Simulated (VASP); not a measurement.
# Hf (Im-3m) in VASP: further runs

Runs on Hf. Level: PBEsol. Tasks: relaxation of cell and atoms.

Everything below comes from runs of VASP 6.6.1. Logs are shortened: lines on timing, memory, paths and dates and some standing lists are left out, and cuts for length are marked.

### 1 The crystal as given

It takes space group Im-3m (No. 229, cubic). The conventional cell has a = 3.610 Å, b = 3.610 Å, c = 3.610 Å, α = 90.00°, β = 90.00°, γ = 90.00°. Around Hf (site symmetry m-3m) lie 8 Hf at 3.13 Å.

This isn't the form of Hf at room conditions, which is hcp.

### 2 Relaxation of cell and atoms, PBEsol, target pressure 50 GPa, at which the enthalpy is minimised

Input file INCAR:

```
PREC = Accurate
ENCUT = 520
EDIFF = 1E-7
ISMEAR = 0
SIGMA = 0.1
LREAL = False
LASPH = True
NELM = 80
ALGO = Fast
ISIF = 3
LWAVE = False
LCHARG = False
GGA = PS
IBRION = 2
NSW = 80
EDIFFG = -0.002
PSTRESS = 500.0
```

Input file KPOINTS:

```
regular mesh
0
Gamma
  10 10 10
```

Input file POSCAR:

```
Hf
1.0
   -1.8050000000      1.8050000000      1.8050000000
    1.8050000000     -1.8050000000      1.8050000000
    1.8050000000      1.8050000000     -1.8050000000
Hf
1
Direct
    0.0000000000      0.0000000000      0.0000000000
```

Potentials or basis: VASP PAW PBE potentials, release 64 (Hf_pv).

Started as:

```console
> cat potpaw_PBE.64/Hf_pv/POTCAR > POTCAR
> mpirun -np 1 vasp_std > vasp.out
```

OUTCAR:

```text
PREC = Accurate
   ENCUT = 520
   EDIFF = 1E-7
   ISMEAR = 0
   LREAL = False
   LASPH = True
   NELM = 80
   ISIF = 3
   GGA = PS
   IBRION = 2
   NSW = 80
   EDIFFG = -0.002
   PSTRESS = 500.0

 ion  position               nearest neighbor table
   1  0.000  0.000  0.000-

  LATTYP: Found a body centered cubic cell.
 ALAT       =     3.6100000000

  Lattice vectors:

 A1 = (  -1.8050000000,   1.8050000000,   1.8050000000)
 A2 = (   1.8050000000,  -1.8050000000,   1.8050000000)
 A3 = (   1.8050000000,   1.8050000000,  -1.8050000000)

Analysis of symmetry for initial positions (statically):
=====================================================================
 Subroutine PRICEL returns:
 Original cell was already a primitive cell.

 Routine SETGRP: Setting up the symmetry group for a
 body centered cubic supercell.

 Subroutine GETGRP returns: Found 48 space group operations
 (whereof 48 operations were pure point group operations)
 out of a pool of 48 trial point group operations.

The static configuration has the point symmetry O_h .

Analysis of symmetry for dynamics (positions and initial velocities):
=====================================================================
 Subroutine PRICEL returns:
 Original cell was already a primitive cell.

 Routine SETGRP: Setting up the symmetry group for a
 body centered cubic supercell.

 Subroutine GETGRP returns: Found 48 space group operations
 (whereof 48 operations were pure point group operations)
 out of a pool of 48 trial point group operations.

The dynamic configuration has the point symmetry O_h .

 Subroutine INISYM returns: Found 48 space group operations
 (whereof 48 operations are pure point group operations),
 and found     1 'primitive' translations

----------------------------------------------------------------------------------------

                                     Primitive cell

  volume of cell :      23.5229

  direct lattice vectors                    reciprocal lattice vectors
    -1.805000000  1.805000000  1.805000000     0.000000000  0.277008310  0.277008310
     1.805000000 -1.805000000  1.805000000     0.277008310  0.000000000  0.277008310
     1.805000000  1.805000000 -1.805000000     0.277008310  0.277008310  0.000000000

  length of vectors
     3.126351708  3.126351708  3.126351708     0.391748909  0.391748909  0.391748909

  position of ions in fractional coordinates (direct lattice)
     0.000000000  0.000000000  0.000000000

  ion indices of the primitive-cell ions
   primitive index   ion index
                 1           1

----------------------------------------------------------------------------------------

 KPOINTS: regular mesh

Automatic generation of k-mesh.
 Grid dimensions read from file:
 generate k-points for:   10   10   10

 Generating k-lattice:

  Cartesian coordinates                     Fractional coordinates (reciprocal lattice)
     0.000000000  0.027700831  0.027700831     0.100000000  0.000000000  0.000000000
     0.027700831  0.000000000  0.027700831     0.000000000  0.100000000  0.000000000
     0.027700831  0.027700831  0.000000000     0.000000000  0.000000000  0.100000000

  Length of vectors
     0.039174891  0.039174891  0.039174891

  Shift w.r.t. Gamma in fractional coordinates (k-lattice)
     0.000000000  0.000000000  0.000000000

 Subroutine IBZKPT returns following result:
 ===========================================

 Found     47 irreducible k-points:

 Following reciprocal coordinates:
            Coordinates               Weight
  0.000000  0.000000  0.000000      1.000000
  0.100000  0.000000  0.000000     12.000000
  0.200000  0.000000  0.000000     12.000000
  0.300000  0.000000  0.000000     12.000000
  0.400000  0.000000  0.000000     12.000000
  0.500000  0.000000  0.000000      6.000000
[... 16 lines left out ...]
  0.300000  0.300000  0.100000      8.000000
 -0.300000  0.300000  0.100000     24.000000
 [... further k-points ...]
   k-points           NKPTS =     47   k-points in BZ     NKDIM =     47   number of bands    NBANDS=      9
   number of dos      NEDOS =    301   number of ions     NIONS =      1
   total plane-waves  NPLWV =  13824
   dimension x,y,z NGX =    24 NGY =   24 NGZ =   24
   dimension x,y,z NGXF=    48 NGYF=   48 NGZF=   48
   ions per type =               1
   NGX,Y,Z   is equivalent  to a cutoff of  12.76, 12.76, 12.76 a.u.
   NGXF,Y,Z  is equivalent  to a cutoff of  25.52, 25.52, 25.52 a.u.
 SYSTEM =  unknown system
   PREC   = accura    normal or accurate (medium, high low for compatibility)
   ISTART =      0    job   : 0-new  1-cont  2-samecut
   ICHARG =      2    charge: 1-file 2-atom 10-const
   ISPIN  =      1    spin polarized calculation?
   LNONCOLLINEAR =      F non collinear calculations
   LSORBIT =      F    spin-orbit coupling
   LASPH  =      T    aspherical Exc in radial PAW
   ENCUT  =  520.0 eV  38.22 Ry    6.18 a.u.   5.81  5.81  5.81*2*pi/ulx,y,z
   NELM   =     80;   NELMIN=  2; NELMDL= -5     # of ELM steps
   EDIFF  = 0.1E-06   stopping-criterion for ELM
   LREAL  =      F    real-space projection
   EDIFFG = -.2E-02   stopping-criterion for IOM
   NSW    =     80    number of steps for IOM
   IBRION =      2    ionic relax: 0-MD 1-quasi-New 2-CG
   NFREE  =      1    steps in history (QN), initial steepest desc. (CG)
   ISIF   =      3    stress and relaxation
   ISYM   =      2    0-nonsym 1-usesym 2-fastsym
   POTIM  = 0.5000    time-step for ionic-motion
   TEBEG  =    0.0;   TEEND  =   0.0 temperature during run
   PSTRESS=  500.0 pullay stress
   NELECT =      10.0000    total number of electrons
   NUPDOWN=      -1.0000    fix difference up-down
   EMIN   =  10.00;   EMAX   =-10.00  energy-range for DOS
   EFERMI =   0.00;   METHOD = LEGACY
   ISMEAR =     0;   SIGMA  =   0.10  broadening in eV -4-tet -1-fermi 0-gaus
   EFERMI_NEDOS =   21; number of points for ismear=-14 and -15
   IALGO  =     68    algorithm
   IMIX   =      4    mixing-type and parameters
     AMIX     =   0.40;   BMIX     =  1.00
     AMIX_MAG =   1.60;   BMIX_MAG =  1.00
  volume/ion in A,a.u.               =      23.52       158.74
  Fermi-wavevector in a.u.,A,eV,Ry     =   1.230961  2.326179 20.616432  1.515265
  Thomas-Fermi vector in A             =   2.365789
   LORBIT       =      0    0 simple, 1 ext, 2 COOP (PROOUT), +10 PAW based schemes
   GGA     = PS    functional components
   LHFCALC =     F    Hartree Fock is set to
   AEXX    =    0.0000 exact exchange contribution
   IVDW    =     0    specifies the selected vdW correction
   LEPSILON=     F    determine dielectric tensor
   LRPA    =     F    only Hartree local field effects (RPA)
 conjugate gradient relaxation of ions
 non-spin polarized calculation
 RMM-DIIS sequential band-by-band and
 Gauss-broadening in eV      SIGMA  =   0.10
  energy-cutoff  :      520.00
  volume of cell :       23.52
 maximum number of plane-waves:       682
   NGX = 11   NGY = 11   NGZ = 11

--------------------------------------- Ionic step        1  -------------------------------------------

 number of electron      10.0000001 magnetization

 Free energy of the ion-electron system (eV)
  ---------------------------------------------------
  ext. energy  EPLUGINS =         0.00000000
  ---------------------------------------------------
  free energy    TOTEN  =       -10.26913426 eV

  energy without entropy =      -10.26069730  energy(sigma->0) =      -10.26491578

------------------------ aborting loop because EDIFF is reached ----------------------------------------

  FORCE on cell =-STRESS in cart. coord.  units (eV):
  Direction    XX          YY          ZZ          XY          YZ          ZX
  --------------------------------------------------------------------------------------
  -------------------------------------------------------------------------------------
  Total       -1.3748342     -1.3748342     -1.3748342      0.0000000     -0.0000000     -0.0000000
  in kB      -93.6417043    -93.6417043    -93.6417043      0.0000000     -0.0000000     -0.0000000
  external PRESSURE =    -593.6417043 kB  Pullay stress =     500.0000000 kB
[... 22 lines left out ...]
  enthalpy is  TOTEN    =        -2.9282051199 eV   P V=        7.3409291405

--------------------------------------- Ionic step        2  -------------------------------------------

 number of electron      10.0000000 magnetization

 E-fermi :  25.5081     XC(G=0): -20.7782

 val. band max:       25.4958205165   @ k =  -0.3000   0.3000   0.1000
 cond. band min:      25.5439249995   @ k =   0.3000   0.3000   0.0000
 fundamental gap:      0.0481044830
 Fermi energy:        25.5080902931

 k-point     1 :       0.0000    0.0000    0.0000
  band No.  band energies     occupation
      1       2.7359      2.00000
      2       2.7359      2.00000
      3       2.7359      2.00000
      4      22.8620      2.00000
      5      22.8620      2.00000
      6      22.8620      2.00000
      7      32.3357      0.00000
      8      32.3357      0.00000
      9      34.5943      0.00000
[... 341 lines left out ...]
  FREE ENERGIE OF THE ION-ELECTRON SYSTEM (eV)
  ---------------------------------------------------
  free  energy   TOTEN  =        -9.4041582202 eV

  energy  without entropy=       -9.3928848984  energy(sigma->0) =       -9.39852156

  enthalpy is  TOTEN    =        -2.6750720077 eV   P V=        6.7290862125

[... ionic steps 4 to 7 ...]

--------------------------------------- Ionic step        8  -------------------------------------------

 number of electron      10.0000001 magnetization

------------------------ aborting loop because EDIFF is reached ----------------------------------------

  FORCE on cell =-STRESS in cart. coord.  units (eV):
  Direction    XX          YY          ZZ          XY          YZ          ZX
  --------------------------------------------------------------------------------------
  -------------------------------------------------------------------------------------
  Total        5.0895713      5.0895713      5.0895713      0.0000000     -0.0000000      0.0000000
  in kB      519.8190086    519.8190086    519.8190086      0.0000000     -0.0000000      0.0000000
  external PRESSURE =      19.8190086 kB  Pullay stress =     500.0000000 kB
[... 59 lines left out ...]
  enthalpy is  TOTEN    =        -4.7271859121 eV   P V=        5.0147282836

--------------------------------------- Ionic step       10  -------------------------------------------

 number of electron      10.0000001 magnetization

 Free energy of the ion-electron system (eV)
  ---------------------------------------------------
  ext. energy  EPLUGINS =         0.00000000
  ---------------------------------------------------
  free energy    TOTEN  =        -9.66293359 eV

  energy without entropy =       -9.65866503  energy(sigma->0) =       -9.66079931

 E-fermi :   7.0016     XC(G=0): -13.0828

 val. band max:        6.9995153059   @ k =   0.2000   0.2000   0.0000
 cond. band min:       7.0399700214   @ k =  -0.3000   0.3000   0.1000
 fundamental gap:      0.0404547155
 Fermi energy:         7.0016140711

 k-point     1 :       0.0000    0.0000    0.0000
  band No.  band energies     occupation
      1     -21.3897      2.00000
      2     -21.3897      2.00000
      3     -21.3897      2.00000
      4      -0.9342      2.00000
      5       8.6920      0.00000
      6       8.6920      0.00000
      7       8.6920      0.00000
      8      12.6091      0.00000
      9      12.6091      0.00000
[... 304 lines left out ...]
  FREE ENERGIE OF THE ION-ELECTRON SYSTEM (eV)
  ---------------------------------------------------
  free  energy   TOTEN  =        -9.6629335927 eV

  energy  without entropy=       -9.6586650317  energy(sigma->0) =       -9.66079931

  enthalpy is  TOTEN    =        -4.7308311541 eV   P V=        4.9321024387

 reached required accuracy - stopping structural energy minimisation
```

Run time: 61 s. Hardware: 1 thread of Intel Xeon Platinum 8488C (Sapphire Rapids), shared host; peak memory 0.18 GiB.

Results:

- Free energy: -9.6629 eV
- Relaxed volume: 15.80 Å³/atom
- Relaxed cell: a = 2.738 Å, b = 2.738 Å, c = 2.738 Å, α = 109.47°, β = 109.47°, γ = 109.47°
- Space group after relaxing (to 0.05 Å): Im-3m (No. 229)
- Energy change on relaxing (the enthalpy is what falls): +606.2 meV/atom
- Ionic steps: 10
- Pressure after relaxing: 50.0 GPa
- Band gap on the k mesh: none (metal or under the smearing width)

The path:
```
step  energy change (eV)  largest force (eV/Å)  pressure (GPa)  volume (Å³)
   1              0.0000                0.0000           -9.36        23.52
   2             49.1171                0.0000         4230.31         4.58
   3              0.8650                0.0000            0.43        21.56
   4             -0.0528                0.0000            5.83        20.21
   5              1.1311                0.0000           77.27        14.46
   6              0.5216                0.0000           45.33        16.09
   7              0.6010                0.0000           49.74        15.82
   8              0.6435                0.0000           51.98        15.69
   9              0.5272                0.0000           45.63        16.07
  10              0.6062                0.0000           50.02        15.80
```

Final structure:
```
Hf
1.0
    -1.58090    1.58090    1.58090
     1.58090   -1.58090    1.58090
     1.58090    1.58090   -1.58090
Hf
1
Direct
  0.00000 0.00000 0.00000
```

Caveat: the cell is relaxed towards a set pressure, so the enthalpy falls and the energy may rise; the volume moved by over 15 % at a fixed basis, so the end points are rough; the PAW data sets were made with another functional, which shifts forces and pressure a little. Spin-orbit coupling is left out, which matters for the levels of Hf.

### 3 Relaxation of cell and atoms, PBEsol, target pressure 50 GPa, at which the enthalpy is minimised

This run uses another cell than the first one, of 15.80 Å³/atom, 0.672 times its volume.

INCAR is that of step 2.

KPOINTS is that of step 2.

Input file POSCAR:

```
Hf                                      
1.0
   -1.5808993649      1.5808993649      1.5808993649
    1.5808993649     -1.5808993649      1.5808993649
    1.5808993649      1.5808993649     -1.5808993649
  Hf            
     1
Direct
     0.0000000000000000    0.0000000000000000    0.0000000000000000
```

Potentials or basis: VASP PAW PBE potentials, release 64 (Hf_pv).

Started as:

```console
> cat potpaw_PBE.64/Hf_pv/POTCAR > POTCAR
> mpirun -np 1 vasp_std > vasp.out
```

Run time: 6.3 s. Hardware: 1 thread of Intel Xeon Platinum 8488C (Sapphire Rapids), shared host; peak memory 0.12 GiB.

It converged, with:

```
Free energy             : -9.6615 eV
Pressure after relaxing : 50.0 GPa
Band gap on the k mesh  : none (metal or under the smearing width)
```

Final structure:
```
Hf
1.0
    -1.58090    1.58090    1.58090
     1.58090   -1.58090    1.58090
     1.58090    1.58090   -1.58090
Hf
1
Cartesian
  0.0000 0.0000 0.0000
```

Levels at points of the mesh, in eV from the Fermi level:
| k point | band 2 | band 3 | band 4 | band 5 | band 6 | band 7 | band 8 | band 9 |
| --- | --- | --- | --- | --- | --- | --- | --- | --- |
| (0.00, 0.00, 0.00) | -28.39 | -28.39 | -7.94 | 1.69 | 1.69 | 1.69 | 5.61 | 5.61 |
| (0.50, 0.00, 0.00) | -29.13 | -28.43 | -4.64 | -1.35 | 3.22 | 5.76 | 7.15 | 11.36 |
| (0.50, 0.50, 0.50) | -30.00 | -30.00 | -4.45 | -4.45 | 9.80 | 9.80 | 9.80 | 10.77 |

Caveat: the relaxation stopped at its first step, so nothing moved; the cell is relaxed towards a set pressure, so the enthalpy falls and the energy may rise; the PAW data sets were made with another functional, which shifts forces and pressure a little.

### 4 Relaxation of cell and atoms, PBEsol, target pressure 50 GPa, at which the enthalpy is minimised

This run uses another cell than the first one, of 15.80 Å³/atom, 0.672 times its volume.

INCAR is that of step 3.

KPOINTS is that of step 3.

POSCAR is that of step 3.

Started as:

```console
> cat potpaw_PBE.64/Hf_pv/POTCAR > POTCAR
> mpirun -np 1 vasp_std > vasp.out
```

Run time: 6.3 s. Hardware: 1 thread of Intel Xeon Platinum 8488C (Sapphire Rapids), shared host; peak memory 0.13 GiB.

The run converged. Its results:

```
Free energy             : -9.6615 eV
Pressure after relaxing : 50.0 GPa
Band gap on the k mesh  : none (metal or under the smearing width)
```

Final structure:
```cif
data_structure
_symmetry_space_group_name_H-M 'P 1'
_symmetry_Int_Tables_number 1
_cell_length_a 2.7382
_cell_length_b 2.7382
_cell_length_c 2.7382
_cell_angle_alpha 109.471
_cell_angle_beta 109.471
_cell_angle_gamma 109.471
_cell_volume 15.80
loop_
_atom_site_label
_atom_site_type_symbol
_atom_site_fract_x
_atom_site_fract_y
_atom_site_fract_z
_atom_site_occupancy
Hf1 Hf 0.00000 0.00000 0.00000 1
```

Levels at points of the mesh, in eV from the Fermi level:
```csv
k point,band 2,band 3,band 4,band 5,band 6,band 7,band 8,band 9
"(0.00, 0.00, 0.00)",-28.39,-28.39,-7.94,1.69,1.69,1.69,5.61,5.61
"(0.50, 0.00, 0.00)",-29.13,-28.43,-4.64,-1.35,3.22,5.76,7.15,11.36
"(0.50, 0.50, 0.50)",-30.00,-30.00,-4.45,-4.45,9.80,9.80,9.80,10.77
```

Caveat: the relaxation stopped at its first step, so nothing moved; the cell is relaxed towards a set pressure, so the enthalpy falls and the energy may rise; the PAW data sets were made with another functional, which shifts forces and pressure a little. Spin-orbit coupling is left out, which matters for the levels of Hf.

(Continued in part 2 of 2.)
